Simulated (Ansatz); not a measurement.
Runs of Ansatz 0.2.0 on ZrB2. The structure is hexagonal, space group P6/mmm (No. 191). Conventional cell: a = 3.170 Å, b = 3.170 Å, c = 3.533 Å, α = 90.00°, β = 90.00°, γ = 120.00°. Zr (site symmetry 6/mmm) has 12 B at 2.54 Å as nearest neighbours. B (site symmetry -6m2) has 3 B at 1.83 Å as nearest neighbours. 

```tsv
level	share of exact exchange	gap on the mesh (eV)	pressure (GPa)
HSE06 form with a typed share of exact exchange	0.5	none	(a)
HSE06 form with a typed share of exact exchange	0.35	none	-3.3
HSE06 form with a typed share of exact exchange	0	none	(b)
HSE06	0.25	none	-2.1
HSE06 form with a typed share of exact exchange	0.15	none	-0.9
HSE06 form with a typed share of exact exchange	0.1	none	-0.3
```

Alike in all rows: task single point; potentials or basis Ansatz PAW; no spin polarisation; cell as given; k mesh 6 × 6 × 4; cutoff (eV) 420; smearing fermi-dirac 0.05 eV; the mesh is coarse, so values aren't converged.

Problem. Fill in the values left out.

Solution. (a) -4.9; (b) 1.0.

Caveats: all runs use coarse meshes; the PAW data sets come from PBE, with cores solved anew for the run's functional, which leaves a small shift of forces and pressure (some runs); the thresholds are loose for stress (some runs); the PAW data sets were made with another functional, which shifts forces and pressure a little (some runs).

A k mesh can miss the band edges, and the runs leave out spin-orbit coupling on Zr.

A gap of «none» marks a metal or a gap under the smearing width.
